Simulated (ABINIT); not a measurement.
CuO (Tenorite): single point with LDA

The system is CuO (Tenorite).

```xyz
4
Lattice="2.3418 -1.7113 0.0000 2.3418 1.7113 0.0000 -0.8500 0.0000 5.0579" Properties=species:S:1:pos:R:3 pbc="T T T"
Cu    0.7459   -0.8557    2.5289
Cu    1.1709    0.8557    0.0000
O     1.7043    0.2793    3.7934
O     2.1293   -0.2793    1.2645
```

* Program: ABINIT 10.8.3 (patched build)
* Task: single point
* Functional: LDA
* Potentials or basis: PseudoDojo NC SR LDA v0.4.1 standard
* Cutoff: 1034 eV
* k mesh: 8 × 8 × 4
* Occupations: fermi-dirac, width 0.05 eV
* Spin: no spin polarisation

| Quantity | Value |
| --- | --- |
| Largest force | 0.496 eV/Å |
| Band gap on the k mesh | none (metal or under the smearing width) |
| Valence electrons inside the program's atomic spheres | Cu 17.30; O 6.17 |

Forces on the atoms (eV/Å):
```
Cu   0.000  0.000  0.000
Cu   0.000  0.000  0.000
O    0.000 -0.496  0.000
O    0.000  0.496  0.000
```

Levels at points of the mesh, in eV from the Fermi level:
```csv
k point,band 21,band 22,band 23,band 24,band 25,band 26,band 27,band 28,band 29,band 30
"(0.00, 0.00, 0.00)",-2.34,-2.15,-2.09,-1.59,0.21,0.93,1.68,5.90,7.99,13.13
"(0.50, 0.00, 0.00)",-1.98,-1.53,-1.47,-1.34,-0.03,0.23,4.67,6.16,6.80,10.93
"(0.50, 0.50, 0.00)",-2.08,-2.06,-1.67,-1.14,-0.61,1.05,3.19,6.87,8.33,9.80
"(0.00, 0.00, 0.50)",-2.17,-2.17,-1.47,-1.47,0.21,0.21,3.86,3.86,11.50,11.50
"(0.50, 0.00, 0.50)",-2.13,-2.07,-1.67,-1.53,-0.08,0.74,4.96,6.36,7.88,8.39
"(0.50, 0.50, 0.50)",-1.60,-1.60,-1.23,-1.23,-0.44,-0.44,5.06,5.06,8.80,8.80
```

Wall time 4.5 min on 1 thread of Arm Neoverse V1, on a shared host, peak memory 0.17 GiB.

Caveat: the run has no spin polarisation, though such a crystal can be magnetic; semilocal functionals often make such compounds metallic where correlation or magnetic order opens a gap, which also shifts bond lengths. With open d or f shells a metallic result of LDA can be an artefact of self-interaction; +U or a hybrid may open a gap.
